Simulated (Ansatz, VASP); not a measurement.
K: VASP beside Ansatz

File INCAR:

```
PREC = Accurate ; ENCUT = 520
EDIFF = 1E-6 ; ISMEAR = -1
SIGMA = 0.1 ; LREAL = F
LASPH = T ; NELM = 80
ALGO = Normal ; ISIF = 2
LWAVE = F ; LCHARG = F
GGA = PS ; NBANDS = 10
```

File KPOINTS:

```
regular mesh
0
Gamma
  11 11 11
```

POSCAR

```
K
1.0
    0.0000000000      3.1779522832      3.1779522832
    3.1779522832      0.0000000000      3.1779522832
    3.1779522832      3.1779522832      0.0000000000
K
1
Direct
    0.0000000000      0.0000000000      0.0000000000
```

Input for Ansatz:

```yaml
crystal:
  lattice:
    - [0.0, 3.1779522832, 3.1779522832]
    - [3.1779522832, 0.0, 3.1779522832]
    - [3.1779522832, 3.1779522832, 0.0]
  atoms:
    - { symbol: K, position: [0.0, 0.0, 0.0] }
kpoints:
  mp_grid: { grid: [11, 11, 11] }
scf:
  occupations: { method: fermi_dirac, width: 0.1 }
hamiltonian:
  xc: pbesol
  pseudopotentials: { kind: all_electron, lapw: { basis_error: 0.001 } }
output:
  forces: true
  stress: true
  eigenvalues: true
  populations: true
```

Change from the starting cell: volume scaled by 0.9, LAPW.

Alike in both runs: task single point; functional PBEsol; k mesh 11 × 11 × 11; occupations fermi-dirac, width 0.1 eV; no spin polarisation.

|  | VASP | Ansatz |
| --- | --- | --- |
| version | VASP 6.6.1 | Ansatz 0.2.0 |
| potentials or method | VASP PAW PBE potentials, release 64 (K_sv) | all-electron LAPW, scalar-relativistic |
| plane-wave cutoff (eV) | 520 | see its input |

|  | VASP | Ansatz | Ansatz less VASP |
| --- | --- | --- | --- |
| pressure (GPa) | 0.5 | 0.5 | +0.01 |

Ansatz ran all-electron here, so the differences hold the error of VASP's frozen core and of both bases.

Caveats: the PAW data sets were made with another functional, which shifts forces and pressure a little (VASP).
